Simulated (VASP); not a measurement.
Crystal: SnO.

```xyz
2
Lattice="3.2179 0.0000 0.0000 0.0000 3.2179 0.0000 0.0000 0.0000 3.0302" Properties=species:S:1:pos:R:3 pbc="T T T"
Sn    0.0000    0.0000    0.0000
O     1.6090    1.6090    1.5151
```

The cell was built by a generator and needn't be a form met in nature.

The cell isn't the ideal one: epitaxial_xy strain +3.7%.

Base run:

```yaml
Program: VASP 6.6.1
Functional: PBE
Potentials_or_basis: VASP PAW PBE potentials, release 64 (Sn_d, O)
Cutoff: 520 eV
k_mesh: 8 × 8 × 8
Occupations: fermi-dirac, width 0.02 eV
Spin: no spin polarisation
```

Its results: band gap on the k mesh none (metal or under the smearing width); pressure -1.9 GPa.

Q: The run is repeated on the same cell with these changes: functional from PBE to r2SCAN; further incar settings from ALGO = Fast; EDIFF = 1e-07; NBANDS = 17 to ALGO = Normal; EDIFF = 1e-06; NBANDS = 17. What comes out?

A: Band gap on the k mesh none (metal or under the smearing width); pressure -4.8 GPa.

Caveats: the PAW data sets were made with another functional, which shifts forces and pressure a little (some runs).

Not every run made on this cell is shown here.
